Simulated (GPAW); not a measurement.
# SnCl2 (2H monolayer): G0W0 on several meshes in GPAW

How does the mesh move the gap of SnCl2 (2H monolayer)?

Method: LDA and many-body steps on it, plane waves, in GPAW 26.7.0.

## 1. The starting structure

The cell holds 3 atoms: 1 Sn and 2 Cl. Its edges and angles: a = 3.913 Å, b = 3.913 Å, c = 14.100 Å, α = 90.0°, β = 90.0°, γ = 120.0°. Vacuum lies along c.

Structure file:

```
Sn Cl
1.0
     3.91267    0.00000    0.00000
    -1.95634    3.38847    0.00000
     0.00000    0.00000   14.10000
Sn Cl
1 2
Direct
  0.33333 0.66667 0.50000
  0.66667 0.33333 0.61982
  0.66667 0.33333 0.38018
```

The structure was relaxed with LDA. The runs that relaxed it are not among those shown.

## 2. Empty states on the mesh, 9×9×1 mesh, 313 bands

This step: GPAW 26.7.0; DFT, LDA, plane waves, PAW.

The sums over transitions need many empty states on a uniform mesh; this step solves for them.

run.py reads:

```python
import json
import numpy as np
from gpaw.mpi import world
from gpaw import GPAW

calc = GPAW('gs.gpw').fixed_density(kpts={'size': (9, 9, 1), 'gamma': True},
    parallel={'domain': 1, 'band': 1},
    txt='nscf.txt')
calc.diagonalize_full_hamiltonian(nbands=313)
calc.write('full.gpw', mode='all')
res = {}
kpts = calc.get_ibz_k_points()
res['kpts'] = kpts
res['eigenvalues'] = [calc.get_eigenvalues(kpt=k) for k in range(len(kpts))]
res['n_electrons'] = calc.get_number_of_electrons()

if world.rank == 0:
    with open('result.json', 'w') as f:
        json.dump(res, f, default=lambda x: x.tolist())
```

Run with:

```sh
$ mpirun -n 4 gpaw python run.py
```

Numbers of over 12 decimals in the logs are rounded to 6 here.

The log of the run:

```text
Diagonalizing LCAO Hamiltonian
Converting LCAO to pw mode
convergence criteria:
- Maximum integral of absolute [eigenst]ate change: 4e-08 eV^2 / valence electron
maximum number of iterations: 100

SCF iterations
|iter     |     time |      energy | eigst |  dens |
|iter:   1|  |             | +1.24 |       |
|iter:   2|  |             | -0.03 |       |
|iter:   3|  |             | -1.09 |       |
[...]
|iter:  19|  |             | -7.19 |       |
|iter:  20|  |             | -7.38 |       |
|iter:  21|  |             | -7.57c|       |
SCF steps: 21
  __  _  _
 | _ |_)|_||  |
 |__||  | ||/\| - 26.7.0

Input parameters:
  mode=PW(ecut=450.000000),
  convergence={'density': 1e-06, 'bands': -3},
  gpts=array([20, 20, 70]),
  kpts=MonkhorstPack(size=(9, 9, 1), gamma=True),
  maxiter=100,
  nbands=21,
  occupations=Occupations(name='fermi-dirac', width=0.001, fixmagmom=False),
  parallel={'domain': 1, 'band': 1},
  xc=XC(name='LDA')
Matrix size: 4057x4057
# Writing to full.gpw (mode='all')
  [... matrices ...]

timing:  # [seconds]
  Total: 172.687  # ━━━━━━━━━━━━━━━━━━━━━━━━━━━━━━━━━━━━━━━━━━━━━━━━━━━━━━━━━
```

Wall time 3 min (4 MPI ranks of Arm Neoverse V1, shared host); peak memory 5.9 GiB.

Numbers from this step:

```
gap                                                           : 2.512 eV
k of the valence top                                          : 0.4444, -0.2222, 0
k of the conduction bottom                                    : 0.4444, 0, 0
least direct gap                                              : 2.567 eV
k points computed                                             : 12
lowest point of the top converged band, above the valence top : 79.3354 eV
```

On this mesh the gap is 2.512 eV.

## 3. 9×9×1

Now the one-shot GW correction: screening in the RPA, then the self-energy of the levels asked for.

This step: G0W0 on LDA, plane waves, PAW.

run.py reads:

```python
import json
import numpy as np
from gpaw.mpi import world
from gpaw.response.g0w0 import G0W0

gw = G0W0('full.gpw',
    filename='gw',
    kpts=[0, 6, 7, 9],
    bands=(12, 16),
    ecut=48,
    nbands=141,
    truncation='2D',
    integrate_gamma='sphere',
    q0_correction=True,
    frequencies={'type': 'nonlinear', 'domega0': 0.15, 'omega2': 15.0},
    eta=0.1,
    nblocksmax=True)
gw.calculate()
res = {mode: {k: v for k, v in r.items() if k != 'sigma_eskwn'}
       for mode, r in gw.all_results.items()}

if world.rank == 0:
    with open('result.json', 'w') as f:
        json.dump(res, f, default=lambda x: x.tolist())
```

Run with:

```sh
$ mpirun -n 4 gpaw python run.py
```

The log of the run:

```text
Using integrator: PointIntegrator
NonLinearFrequencyDescriptor(from 0.000 to 68.588 eV, 159 points)
Nonperiodic BCs:  [False False  True]
Using integrator: PointIntegrator
NonLinearFrequencyDescriptor(from 0.000 to 68.588 eV, 159 points)
Nonperiodic BCs:  [False False  True]
Applying analytical 2D correction to W:
    Evaluating Gamma point contribution to W on a 15x15x1 grid
  ___  _ _ _
 |   || | | |
 | | || | | |
 |__ ||_____|
 |___|

BZ k-points: Symmetries present (total): 12

  [... matrices ...]
81 k-points: 9 x 9 x 1 Monkhorst-Pack grid
12 k-points in the irreducible part of the Brillouin zone
       k-points in crystal coordinates                weights
   0:     0.00000000    0.00000000    0.00000000          1/81
   1:     0.11111111    0.00000000    0.00000000          6/81
   2:     0.22222222   -0.11111111    0.00000000          6/81
   3:     0.22222222    0.00000000    0.00000000          6/81
   4:     0.33333333   -0.11111111    0.00000000         12/81
   5:     0.33333333    0.00000000    0.00000000          6/81
   6:     0.33333333    0.33333333    0.00000000          2/81
   7:     0.44444444   -0.22222222    0.00000000          6/81
   8:     0.44444444   -0.11111111    0.00000000         12/81
   9:     0.44444444    0.00000000    0.00000000          6/81
          ...
  11:     0.44444444    0.44444444    0.00000000          6/81

Distributing spins, k-points and bands (1 x 4 x 4) over 1 process
Number of blocks: 4

Quasi particle states:
k-points (IBZ indices): [0, 6, 7, 9]
Band range: (12, 16)
  [... matrices ...]
Computational parameters:
Plane wave cut-off: 48 eV
Number of bands: 141
Coulomb cutoff: 2D
Broadening: 0.1 eV

fxc modes: GW
Kernel: RPA
Using full-frequency real axis integration
Summing all q:

Calculating screened Coulomb potential
2D Coulomb truncation
NonLinearFrequencyDescriptor(from 0.000 to 68.588 eV, 159 points)
Removing empty qpoint cache files...

Calculating chi0 body with:
    Ground state adapter containing:
    Number of spins: 1
    Number of kpoints: 81
    Number of irreducible kpoints: 12
    Number of completely occupied states: 14
    Number of partially occupied states: 14
    Occupied states memory: 5.9814453125 M / cpu

    Linear response parametrization:
    q_c: [0.0, 0.0, 0.0]
    Number of frequency points: 159
    Planewave cutoff: 48.0
    Number of bands: 141
    Number of planewaves: 135
    Broadening (eta): 0.1
    comm.size: 4
    kncomm.size: 1
    blockcomm.size: 4

    Memory estimate of potentially large arrays:
        chi0_wGG: 11.054134 M / cpu
Integrating chi0 body.

Symmetries of q_c:
    Direct symmetries (Uq -> q): 12
    Indirect symmetries (TUq -> q): 12
In total 24 allowed symmetries.

  [... matrices ...]
12 groups of equivalent kpoints. 85.185185% reduction.

Integral kind: spectral function
Integrating chi0 head and wings.

Symmetries of q_c:
    Direct symmetries (Uq -> q): 12
    Indirect symmetries (TUq -> q): 12
In total 24 allowed symmetries.

  [... matrices ...]
12 groups of equivalent kpoints. 85.185185% reduction.

Integral kind: spectral function wings

Calculating chi0 body with:
    Ground state adapter containing:
    Number of spins: 1
    Number of kpoints: 81
    Number of irreducible kpoints: 12
    Number of completely occupied states: 14
    Number of partially occupied states: 14
    Occupied states memory: 5.9814453125 M / cpu

[... the further q-points ...]

Results:
f:      Occupation numbers
eps:     KS-eigenvalues [eV]
vxc:     KS vxc [eV]
exx:     Exact exchange [eV]
sigma:   Self-energies [eV]
dsigma:  Self-energy derivatives
Z:       Renormalization factors
qp:      QP-energies [eV]

k-point 0 (0): (0.000, 0.000, 0.000)                GW
band       f     eps     vxc     exx   sigma  dsigma       Z      qp
                                                                   GW
  12   1.000  -4.527 -17.016 -20.867   2.886  -0.377   0.726  -5.228
  13   1.000  -3.683 -15.953 -18.411   1.733  -0.324   0.755  -4.230
  14   0.000   0.014 -11.946  -7.592  -2.662  -0.242   0.805   1.376
  15   0.000   1.570 -13.252  -8.076  -3.055  -0.298   0.770   3.204

k-point 1 (6): (0.333, 0.333, 0.000)                GW
band       f     eps     vxc     exx   sigma  dsigma       Z      qp
                                                                   GW
  12   1.000  -4.432 -16.831 -20.887   2.989  -0.388   0.720  -5.201
  13   1.000  -3.029 -17.094 -19.243   1.617  -0.312   0.762  -3.435
[...]
k-point 2 (7): (0.444, -0.222, 0.000)                GW
band       f     eps     vxc     exx   sigma  dsigma       Z      qp
                                                                   GW
[...]
k-point 3 (9): (0.444, 0.000, 0.000)                GW
band       f     eps     vxc     exx   sigma  dsigma       Z      qp
                                                                   GW
[...]
13   1.000  -3.406 -16.392 -18.620   1.627  -0.328   0.753  -3.858
  14   0.000  -0.516 -12.480  -8.445  -2.425  -0.258   0.795   0.764
  15   0.000   1.437 -13.011  -8.238  -2.769  -0.282   0.780   3.001
```

It took 3 min on 4 MPI ranks; peak memory 2.1 GiB; 12 min of CPU time.

This step gave:

```
G0W0 gap on the mesh                         : 4.199 eV
least direct G0W0 gap on the computed points : 4.324 eV
Z at the valence top                         : 0.7620
Z at the conduction bottom                   : 0.7951
starting gap on the mesh                     : 2.512 eV
k of the valence top                         : 0.3333, 0.3333, 0
k of the conduction bottom                   : 0.4444, 0, 0
```

The gap on the mesh goes from 2.51 eV to 4.20 eV, a correction of +1.69 eV.

## 4. Empty states on the mesh, 6×6×1 mesh, 151 bands

This step: DFT, LDA, plane waves, PAW.

run.py reads:

```python
import json
import numpy as np
from gpaw.mpi import world
from gpaw import GPAW

calc = GPAW('gs.gpw').fixed_density(kpts={'size': (6, 6, 1), 'gamma': True},
    nbands=176,
    convergence={'bands': 151},
    txt='nscf.txt')
calc.write('full.gpw', mode='all')
res = {}
kpts = calc.get_ibz_k_points()
res['kpts'] = kpts
res['eigenvalues'] = [calc.get_eigenvalues(kpt=k) for k in range(len(kpts))]
res['n_electrons'] = calc.get_number_of_electrons()

if world.rank == 0:
    with open('result.json', 'w') as f:
        json.dump(res, f, default=lambda x: x.tolist())
```

Run with:

```sh
$ mpirun -n 4 gpaw python run.py
```

The log of the run:

```text
Diagonalizing LCAO Hamiltonian
Converting LCAO to pw mode
convergence criteria:
- Maximum integral of absolute [eigenst]ate change: 4e-08 eV^2 / valence electron
maximum number of iterations: 100

SCF iterations
|iter     |     time |      energy | eigst |  dens |
|iter:   1|  |             | +4.14 |       |
|iter:   2|  |             | +2.93 |       |
|iter:   3|  |             | +1.82 |       |
[...]
|iter:  13|  |             | -6.79 |       |
|iter:  14|  |             | -7.19 |       |
|iter:  15|  |             | -7.64c|       |
SCF steps: 15
  __  _  _
 | _ |_)|_||  |
 |__||  | ||/\| - 26.7.0

Input parameters:
  mode=PW(ecut=450.000000),
  convergence={'bands': 151},
  gpts=array([20, 20, 70]),
  kpts=MonkhorstPack(size=(6, 6, 1), gamma=True),
  maxiter=100,
  nbands=176,
  occupations=Occupations(name='fermi-dirac', width=0.001, fixmagmom=False),
  parallel={},
  xc=XC(name='LDA')
# Writing to full.gpw (mode='all')
  [... matrices ...]

timing:  # [seconds]
  Total: 0.048  # ━━━━━━━━━━━━━━━━━━━━━━━━━━━━━━━━━━━━━━━━━━━━━━━━━━━━━━━━━━━
```

Wall time 41 s (4 MPI ranks); peak memory 0.97 GiB.

Numbers from this step:

| Item | Value |
| --- | --- |
| gap | 2.461 eV |
| k of the valence top | 0.3333, -0.1667, 0 |
| k of the conduction bottom | 0.5, 0.5, 0 |
| least direct gap | 2.567 eV |
| k points computed | 7 |
| lowest point of the top converged band, above the valence top | 47.39 eV |

On this mesh the gap is 2.461 eV.

## 5. 6×6×1

This step: G0W0 on LDA, plane waves, PAW.

run.py reads:

```python
import json
import numpy as np
from gpaw.mpi import world
from gpaw.response.g0w0 import G0W0

gw = G0W0('full.gpw',
    filename='gw',
    kpts=[0, 2, 4, 6],
    bands=(12, 16),
    ecut=48,
    nbands=141,
    truncation='2D',
    integrate_gamma='sphere',
    q0_correction=True,
    frequencies={'type': 'nonlinear', 'domega0': 0.15, 'omega2': 15.0},
    eta=0.1,
    nblocksmax=True)
gw.calculate()
res = {mode: {k: v for k, v in r.items() if k != 'sigma_eskwn'}
       for mode, r in gw.all_results.items()}

if world.rank == 0:
    with open('result.json', 'w') as f:
        json.dump(res, f, default=lambda x: x.tolist())
```

Run with:

```sh
$ mpirun -n 4 gpaw python run.py
```

The log of the run:

```text
Using integrator: PointIntegrator
NonLinearFrequencyDescriptor(from 0.000 to 68.588 eV, 159 points)
Nonperiodic BCs:  [False False  True]
Using integrator: PointIntegrator
NonLinearFrequencyDescriptor(from 0.000 to 68.588 eV, 159 points)
Nonperiodic BCs:  [False False  True]
Applying analytical 2D correction to W:
    Evaluating Gamma point contribution to W on a 23x23x1 grid
  ___  _ _ _
 |   || | | |
 | | || | | |
 |__ ||_____|
 |___|

BZ k-points: Symmetries present (total): 12

  [... matrices ...]
36 k-points: 6 x 6 x 1 Monkhorst-Pack grid + [1/12,1/12,0.000000]
7 k-points in the irreducible part of the Brillouin zone
       k-points in crystal coordinates                weights
   0:     0.00000000    0.00000000    0.00000000          1/36
   1:     0.16666667    0.00000000    0.00000000          6/36
   2:     0.33333333   -0.16666667    0.00000000          6/36
   3:     0.33333333    0.00000000    0.00000000          6/36
   4:     0.33333333    0.33333333    0.00000000          2/36
   5:     0.50000000    0.33333333    0.00000000         12/36
   6:     0.50000000    0.50000000    0.00000000          3/36

Distributing spins, k-points and bands (1 x 4 x 4) over 1 process
Number of blocks: 4

Quasi particle states:
k-points (IBZ indices): [0, 2, 4, 6]
Band range: (12, 16)
  [... matrices ...]
Computational parameters:
Plane wave cut-off: 48 eV
Number of bands: 141
Coulomb cutoff: 2D
Broadening: 0.1 eV

fxc modes: GW
Kernel: RPA
Using full-frequency real axis integration
Summing all q:

Calculating screened Coulomb potential
2D Coulomb truncation
NonLinearFrequencyDescriptor(from 0.000 to 68.588 eV, 159 points)
Removing empty qpoint cache files...

Calculating chi0 body with:
    Ground state adapter containing:
    Number of spins: 1
    Number of kpoints: 36
[...]
Indirect symmetries (TUq -> q): 12
In total 24 allowed symmetries.

  [... matrices ...]
7 groups of equivalent kpoints. 80.555556% reduction.

Integral kind: spectral function
Integrating chi0 head and wings.

Symmetries of q_c:
    Direct symmetries (Uq -> q): 12
    Indirect symmetries (TUq -> q): 12
In total 24 allowed symmetries.

  [... matrices ...]
7 groups of equivalent kpoints. 80.555556% reduction.

Integral kind: spectral function wings

Calculating chi0 body with:
    Ground state adapter containing:
    Number of spins: 1
    Number of kpoints: 36
    Number of irreducible kpoints: 7
    Number of completely occupied states: 14
    Number of partially occupied states: 14
[... the further q-points ...]

Results:
f:      Occupation numbers
eps:     KS-eigenvalues [eV]
vxc:     KS vxc [eV]
exx:     Exact exchange [eV]
sigma:   Self-energies [eV]
dsigma:  Self-energy derivatives
Z:       Renormalization factors
qp:      QP-energies [eV]

k-point 0 (0): (0.000, 0.000, 0.000)                GW
band       f     eps     vxc     exx   sigma  dsigma       Z      qp
                                                                   GW
  12   1.000  -4.527 -17.016 -20.869   2.876  -0.374   0.728  -5.238
  13   1.000  -3.683 -15.953 -18.412   1.720  -0.322   0.756  -4.241
  14   0.000   0.014 -11.946  -7.588  -2.654  -0.257   0.796   1.370
[...]
k-point 1 (2): (0.333, -0.167, 0.000)                GW
band       f     eps     vxc     exx   sigma  dsigma       Z      qp
                                                                   GW
[...]
k-point 2 (4): (0.333, 0.333, 0.000)                GW
band       f     eps     vxc     exx   sigma  dsigma       Z      qp
                                                                   GW
[...]
k-point 3 (6): (0.500, 0.500, 0.000)                GW
band       f     eps     vxc     exx   sigma  dsigma       Z      qp
                                                                   GW
[...]
14   0.000  -0.545 -12.484  -8.466  -2.400  -0.262   0.792   0.738
  15   0.000   1.429 -12.934  -8.169  -2.749  -0.283   0.780   3.001
```

Elapsed: 59 s, on 4 MPI ranks; peak memory 1.6 GiB; 3.9 min of CPU time.

Numbers from this step:

| Property | Result |
| --- | --- |
| G0W0 gap on the mesh | 4.167 eV |
| least direct G0W0 gap on the computed points | 4.348 eV |
| Z at the valence top | 0.7652 |
| Z at the conduction bottom | 0.7925 |
| starting gap on the mesh | 2.461 eV |
| k of the valence top | 0.3333, -0.1667, 0 |
| k of the conduction bottom | 0.5, 0.5, 0 |

Against G0W0 in GPAW (9×9×1 mesh, 141 bands, screening to 48 eV, full frequency, Hilbert transform), the gap moves by −0.032 eV.

## 6. Side by side

Times are wall times on 4 MPI ranks of Arm Neoverse V1, shared host, good to a factor of about two.

| run | mesh | bands | screening cutoff (eV) | DFT gap (eV) | gap on the mesh (eV) | direct (eV) | time |
| --- | --- | --- | --- | --- | --- | --- | --- |
| 9×9×1 | 9×9×1 | 141 | 48 | 2.512 | 4.199 | 4.324 | 3 min |
| 6×6×1 | 6×6×1 | 141 | 48 | 2.461 | 4.167 | 4.348 | 59 s |

## 7. Summary of results

```
9×9×1        : 4.199 eV
6×6×1        : 4.167 eV
known limits : not at the basis limit; no spin-orbit coupling
```

What this shows: 6×6×1: −0.032 eV against 9×9×1, −0.051 eV of it in the start. Bands and cutoff are finite, so the gap is not at the basis limit. The miss can reach some tenths of an eV and take either sign; the mesh is an error of its own. These stock PAW sets were not made for GW. The many-body steps are scalar-relativistic: spin-orbit coupling is not in them.

[Paths, hosts, dates, memory and timing lines, banners, echoed tables and standing remarks are left out of the program output.]

[Logs are printed without paths, hosts, clocks, repeated set-up lines and the standing remarks that a program may print on its own settings, such as how far it seeks lower states.]

[Runs of the session that timed out or met a known fault of the program may be left out.]

[Hosts, paths, dates, database ids (printed as entryN), source tags and the programs' standing remarks are cut or masked in the printed files.]
